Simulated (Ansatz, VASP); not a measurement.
**Two plane-wave programs on Cu**

```
Cu
1.0
     1.19838   -3.90167    0.00000
     1.19838    3.90167    0.00000
     0.00000    0.00000    2.44147
Cu
2
Direct
  0.13378 0.86622 0.25000
  0.86622 0.13378 0.75000
```

Alike in both runs: functional LDA; k mesh 14 × 14 × 13; occupations methfessel-paxton of order 1, width 0.1 eV; no spin polarisation.

Ansatz relaxed the structure, and its values are those at the end. VASP's run is a single point on that final structure, the one shown.

|  | VASP | Ansatz |
| --- | --- | --- |
| version | VASP 6.6.1 | Ansatz 0.2.0 |
| potentials or method | VASP PAW LDA potentials, release 64 (Cu) | plane waves, PAW |
| plane-wave cutoff (eV) | 520 | 420 |
| valence electrons in the cell | 22 | 38 |

```tsv
	VASP	Ansatz	Ansatz less VASP
pressure (GPa)	0.9	0.0	-0.88
rms of the force components (eV/Å)	0.003	0.000	-0.0030
```

The two sets of potentials don't hold the same shells in valence.
